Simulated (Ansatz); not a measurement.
## HgSe: pressure against volume scale

All results are calculated (Ansatz 0.2.0). Periodic Kohn-Sham DFT of a crystal at fixed atoms, scaled to volume_scale times the given cell; pressure positive in compression, energy less spherical unpolarised free atoms, largest_vzz the field gradient of largest size among the nuclei.

The cell before it is scaled or strained (space group F-43m, No. 216):
```
cell vectors (Å)
   0.0000     3.0360     3.0360
   3.0360     0.0000     3.0360
   3.0360     3.0360     0.0000
atoms (fractions of the cell vectors)
Hg  0.00000  0.00000  0.00000
Se  0.75000  0.75000  0.75000
```

Settings of every row: method all-electron PAW; functional PBEsol; relativity scalar; k mesh 8x8x8; filling fermi-dirac; smearing width 0.01 eV; nucleus gaussian.

Atom start moment: 0 on all atoms.

Limits: no spin-orbit coupling on heavy atoms.

| row | volume scale | V (Å³/atom) | pressure (GPa) |
| --- | --- | --- | --- |
| 1 | 0.94 | 26.305 | 5.999 |
| 2 | 0.96 | 26.864 | 4.391 |
| 3 | 0.98 | 27.424 | 2.961 |
| 4 | 0.99 | 27.704 | ? |
| 5 | 1 | 27.984 | 1.689 |
| 6 | 1.01 | 28.264 | 1.107 |
| 7 | 1.02 | 28.543 | 0.557 |
| 8 | 1.04 | 29.103 | -0.449 |
| 9 | 1.06 | 29.663 | -1.344 |

Question: what pressure should row 4 give?

Worked fit of pressure. Take u = (V_r/V)^(2/3) − 1 with V_r = 28.124 Å³ an atom, which is twice the finite (Eulerian) strain; such expansions in the strain, on which the Birch-Murnaghan equation of state is built, carry the rest volume and the bulk modulus. The shown rows have u = 0.04558, 0.03103, 0.01695, 0.00333, -0.0033, -0.00981, -0.02255, -0.03489. Least squares give pressure = 1.3926 + 87.739 × u + 277.51 × u² + 320 × u³ GPa; a parabola predicts inner rows, each left out in turn, worse (root mean square 0.0054 against 0.0014 GPa). The rows lie off it by 0.000, -0.001, 0.000, 0.001, 0.001, -0.001, -0.001, 0.000. The pressure vanishes at u = -0.0167, or V = 28.85 Å³ an atom, and there the bulk modulus at fixed shape and fractions is B = −V dP/dV = (2/3)(1 + u) dP/du = 51.6 GPa. The withheld row has u = 0.01008, so the fit gives 1.3926 + 87.739 × (0.01008) + 277.51 × (0.01008)² + 320 × (0.01008)³ = 2.306 GPa.

The calculation gave 2.307 GPa. The fit lies 0.001 GPa (0.014 % of the column's range) below it, one unit of the last digit.
